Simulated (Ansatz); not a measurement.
# Be: pressure up to the limit of the methods

One table from this session's results is given with a row withheld; the runs are named, their logs left out.

Method: DFT PBE, with the methods named in each step, in Ansatz 0.2.0.

### The starting structure

The structure is hexagonal, space group P6/mmm (No. 191). Conventional cell: a = 3.536 Å, b = 3.536 Å, c = 2.192 Å, α = 90.00°, β = 90.00°, γ = 120.00°. Around Be (site symmetry 6/mmm) lie 14 Be at 2.19 to 2.32 Å. Be (site symmetry -6m2) has 11 Be at 2.04 to 2.32 Å as nearest neighbours.

Coordinates:

```cif
data_structure
_symmetry_space_group_name_H-M 'P6/mmm'
_symmetry_Int_Tables_number 191
_cell_length_a 3.5356
_cell_length_b 3.5356
_cell_length_c 2.1920
_cell_angle_alpha 90.000
_cell_angle_beta 90.000
_cell_angle_gamma 120.000
_cell_volume 23.73
loop_
_atom_site_label
_atom_site_type_symbol
_atom_site_symmetry_multiplicity
_atom_site_Wyckoff_symbol
_atom_site_fract_x
_atom_site_fract_y
_atom_site_fract_z
_atom_site_occupancy
Be1 Be 1 a 0.00000 0.00000 0.00000 1
Be2 Be 2 d 0.33333 0.66667 0.50000 1
```

The file gives the conventional cell by its symmetry; the runs use the cell typed in the input.

Whether this phase is the stable one at these pressures isn't tested.

Atoms are numbered in the order of the input: Be1, Be2, Be3.

The first run:

File input.yaml:

```yaml
crystal:
  lattice:
    - [3.535562121, 0.0, 0.0]
    - [-1.7677810605, 3.0618866134, 0.0]
    - [0.0, 0.0, 2.192048515]
  atoms:
    - { symbol: Be, position: [0.0, 0.0, 0.0] }
    - { symbol: Be, position: [0.3333333333, 0.6666666667, 0.5] }
    - { symbol: Be, position: [0.6666666667, 0.3333333333, 0.5] }
kpoints:
  mp_grid: { grid: [10, 10, 14] }
scf:
  occupations: { method: fermi_dirac, width: 0.08 }
hamiltonian:
  xc: pbe
  pseudopotentials: { kind: paw }
output:
  forces: true
  stress: true
relax:
  f_tol: 0.005
  max_steps: 40
  cell: {}
```

Launch:

```bash
$ ansatz run input.yaml --threads 1 --pin off --max-ram 3072MiB --backend cpu --events-out ev --progress --plain --runs-dir out
```

Among the steps run: Cell relaxed at zero pressure, PAW; Volume scaled by 1, PAW; Shape and atoms relaxed at 0.92 of the volume, PAW; Volume scaled by 0.92, PAW; Shape and atoms relaxed at 0.84 of the volume, PAW; Volume scaled by 0.84, PAW; Shape and atoms relaxed at 0.6 of the volume, PAW; Volume scaled by 0.6, PAW; Shape and atoms relaxed at 0.45 of the volume, PAW; Volume scaled by 0.45, PAW; Volume scaled by 0.45, PAW (level accurate).

One of the session's tables, all rows but one given; the rest of the session is left out.

| method | volume over the first | volume (Å³/atom) | pressure (GPa) |
| --- | --- | --- | --- |
| PAW | 1 | ? | ? |
| PAW | 0.92 | 7.421 | 10.90 |
| PAW | 0.84 | 6.775 | 26.40 |
| PAW | 0.6 | 4.839 | 136.57 |
| PAW | 0.45 | 3.630 | 344.76 |
| PAW (level accurate) | 0.45 | 3.630 | 343.97 |

Q: Estimate the row for PAW, 1 from the others.

The run gave: volume (Å³/atom): 8.066; pressure (GPa): 0.01. In the column «volume (Å³/atom)» it is the highest.
